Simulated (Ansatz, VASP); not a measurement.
**GaSb in VASP and in Ansatz**

The input INCAR:

```
SYSTEM = GaSb
ALGO     = Normal         ! electronic algorithm
EDIFF    = 1E-7           ! SCF threshold, eV
EDIFFG   = -0.01          ! ionic threshold
ENCUT    = 600            ! plane-wave cutoff, eV
GGA      = PS             ! functional
IBRION   = 2              ! ionic algorithm
ISIF     = 3              ! what is computed and relaxed
ISMEAR   = -1             ! smearing method
LASPH    = .TRUE.         ! aspherical terms in the spheres
LCHARG   = .FALSE.        ! write CHGCAR
LREAL    = .FALSE.        ! projectors in reciprocal space
LWAVE    = .FALSE.        ! write WAVECAR
NELM     = 100            ! most SCF steps
NSW      = 80             ! ionic steps
PREC     = Accurate       ! precision mode
SIGMA    = 0.05           ! smearing width, eV
```

The input KPOINTS:

```
k-points
0
G
  8 8 8
  0 0 0
```

File POSCAR:

```
GaSb
1.0
    0.0000000000      3.0590000000      3.0590000000
    3.0590000000      0.0000000000      3.0590000000
    3.0590000000      3.0590000000      0.0000000000
Sb Ga
1 1
Direct
    0.7500000000      0.7500000000      0.7500000000
    0.0000000000      0.0000000000      0.0000000000
```

The input input.yaml:

```yaml
crystal:
  lattice:
    - [0.0, 3.059, 3.059]
    - [3.059, 0.0, 3.059]
    - [3.059, 3.059, 0.0]
  atoms:
    - { symbol: Sb, position: [0.75, 0.75, 0.75] }
    - { symbol: Ga, position: [0.0, 0.0, 0.0] }
kpoints:
  mp_grid: { grid: [8, 8, 8] }
scf:
  occupations: { method: fermi_dirac, width: 0.05 }
hamiltonian:
  xc: pbesol
  pseudopotentials: { kind: all_electron, lapw: { basis_error: 0.001 } }
output:
  forces: true
  stress: true
relax:
  f_tol: 0.01
  max_steps: 60
  cell: {}
```

Alike in both runs: task relaxation of cell and atoms; functional PBEsol; k mesh 8 × 8 × 8; occupations fermi-dirac, width 0.05 eV; no spin polarisation.

|  | VASP | Ansatz |
| --- | --- | --- |
| version | VASP 6.6.1 | Ansatz 0.2.0 |
| potentials or method | VASP PAW PBE potentials, release 64 (Sb, Ga_d) | all-electron LAPW, scalar-relativistic |
| plane-wave cutoff (eV) | 600 | see its input |

VASP gave:

* relaxed volume (Å³/atom): 28.57
* relaxed cell length with the largest relative difference (Å): 4.323

What did Ansatz give for the same quantities?

Relaxed volume (Å³/atom): 28.52; relaxed cell length with the largest relative difference (Å): 4.321.

Ansatz ran all-electron here, so the differences hold the error of VASP's frozen core and of both bases.

Caveats: the PAW data sets were made with another functional, which shifts forces and pressure a little (VASP). Spin-orbit coupling is left out, which matters for the levels of Sb.
